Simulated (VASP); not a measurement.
The system is HfO2.

```
CELL_PARAMETERS angstrom
4.81353 0.00000 0.00000
0.00000 4.81353 0.00000
0.00000 0.00000 3.20542
ATOMIC_POSITIONS crystal
Hf 0.50000 0.50000 0.50000
Hf 0.00000 0.00000 0.00000
O 0.80504 0.19496 0.50000
O 0.69496 0.69496 0.00000
O 0.30504 0.30504 0.00000
O 0.19496 0.80504 0.50000
```

Measurements of this composition are mostly on another form, of space group No. 14.

| Property | Result |
| --- | --- |
| Program | VASP 6.6.1 |
| Task | relaxation of cell and atoms |
| Functional | PW91 |
| Potentials or basis | VASP PAW PBE potentials, release 64 (Hf_pv, O) |
| Cutoff | 600 eV |
| k mesh | 6 × 6 × 8 |
| Occupations | fermi-dirac, width 0.05 eV |
| Spin | no spin polarisation |

At the start: pressure 5.5 GPa; volume 12.38 Å³/atom.

Q: Where does the relaxation end?

A: Over 11 steps the energy falls by 5.0 meV/atom and the volume is 12.68 Å³/atom (+2.5 %); space group P4_2/mnm (No. 136, to 0.05 Å).

Step by step:
```
step  energy change (eV)  largest force (eV/Å)  pressure (GPa)  volume (Å³)
   1              0.0000                0.0362            5.50        74.27
   2              0.0453                0.1910           -7.77        78.93
   3             -0.0292                0.0586            0.04        76.02
   4             -0.0300                0.0129           -0.10        76.12
   5             -0.0300                0.0059           -0.04        76.11
   6             -0.0300                0.0059           -0.04        76.11
   7             -0.0300                0.0095           -0.06        76.11
   8             -0.0300                0.0078           -0.05        76.11
   9             -0.0301                0.0044            0.05        76.07
  10             -0.0301                0.0060            0.03        76.08
  11             -0.0301                0.0026            0.00        76.09
```

Final structure:
```cif
data_structure
_symmetry_space_group_name_H-M 'P 1'
_symmetry_Int_Tables_number 1
_cell_length_a 4.8572
_cell_length_b 4.8572
_cell_length_c 3.2252
_cell_angle_alpha 90.000
_cell_angle_beta 90.000
_cell_angle_gamma 90.000
_cell_volume 76.09
loop_
_atom_site_label
_atom_site_type_symbol
_atom_site_fract_x
_atom_site_fract_y
_atom_site_fract_z
_atom_site_occupancy
Hf1 Hf 0.50000 0.50000 0.50000 1
Hf2 Hf 0.00000 0.00000 0.00000 1
O1 O 0.80520 0.19480 0.50000 1
O2 O 0.69480 0.69480 0.00000 1
O3 O 0.30520 0.30520 0.00000 1
O4 O 0.19480 0.80520 0.50000 1
```

Caveat: the PAW data sets were made with another functional, which shifts forces and pressure a little.
